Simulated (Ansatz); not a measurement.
Input and command of a plane-wave DFT calculation in Ansatz:

```yaml
crystal:
  lattice:
    - [-2.4217198476, 2.4217198476, 2.4217198476]
    - [2.4217198476, -2.4217198476, 2.4217198476]
    - [2.4217198476, 2.4217198476, -2.4217198476]
  atoms:
    - { symbol: C, position: [0.32530696, 0.0, 0.0] }
    - { symbol: C, position: [0.67469304, 0.67469304, 0.67469304] }
    - { symbol: C, position: [0.0, 0.32530696, 0.0] }
    - { symbol: C, position: [0.0, 0.0, 0.32530696] }
    - { symbol: C, position: [0.0, 0.67469304, 0.0] }
    - { symbol: C, position: [0.32530696, 0.32530696, 0.32530696] }
    - { symbol: C, position: [0.67469304, 0.0, 0.0] }
    - { symbol: C, position: [0.0, 0.0, 0.67469304] }
basis:
  ecutwfc: 420
kpoints:
  mp_grid: { grid: [8, 8, 8] }
hamiltonian:
  xc: pbe
scf:
  occupations: { method: gaussian, width: 0.02 }
output:
  forces: true
  stress: true
  eigenvalues: true
relax:
  adjacent_minimum: "off"
  f_tol: 0.005
  max_steps: 80
  cell: { stress_tol: 0.05 }
```

```bash
ansatz run input.yaml --threads 2 --pin off --max-ram 5120MiB --backend cpu --events-out ev --progress --plain --runs-dir out
```

Processor: INTEL(R) XEON(R) PLATINUM 8581C CPU @ 2.30GHz (Emerald Rapids), 2 threads, on a host shared with other jobs.

Task: Estimate time, memory and problem size.

Result: About 4.9 s on 2 threads of INTEL(R) XEON(R) PLATINUM 8581C CPU @ 2.30GHz (Emerald Rapids) (shared host), peak memory 0.41 GiB. It solves 24 bands at 29 k points (the mesh reduced by the symmetry that the task leaves, which can be less than the crystal's) with about 1157 plane waves (on the last cell), in 30 SCF iterations over 7 ionic steps.
